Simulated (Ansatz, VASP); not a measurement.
HfO2 in VASP and in Ansatz

```
Hf O
1.0
     5.24670    0.00000    0.00000
     0.00000    5.03052    0.00000
     0.00000    0.00000    5.05945
Hf O
4 8
Direct
  0.03250 0.26703 0.24108
  0.46750 0.26703 0.74108
  0.53250 0.73297 0.24108
  0.96750 0.73297 0.74108
  0.36705 0.07001 0.38077
  0.13295 0.07001 0.88077
  0.73217 0.46112 0.49116
  0.76783 0.46112 0.99116
  0.26783 0.53888 0.99116
  0.23217 0.53888 0.49116
  0.86705 0.92999 0.38077
  0.63295 0.92999 0.88077
```

Measurements of this composition are mostly on another form, of space group No. 14.

Alike in both runs: task single point; functional r2SCAN; k mesh 6 × 6 × 6; occupations gaussian, width 0.02 eV; no spin polarisation.

```csv
,VASP,Ansatz
version,VASP 6.6.1,Ansatz 0.2.0
potentials or method,"VASP PAW PBE potentials, release 64 (Hf_pv, O)","scalar-relativistic, plane waves, PAW"
plane-wave cutoff (eV),520,500
valence electrons in the cell,88,152
```

```tsv
	VASP	Ansatz	Ansatz less VASP
gap on the k mesh at the Fermi level (eV)	4.91	4.96	+0.048
least direct gap on the mesh (eV)	5.14	5.18	+0.039
```

The two sets of potentials don't hold the same shells in valence.

Caveats: spin-orbit coupling is left out, which moves the levels of the heavy elements. r2SCAN opens gaps a little over a GGA but as a rule still falls short of measured ones. A k mesh can miss the band edges.
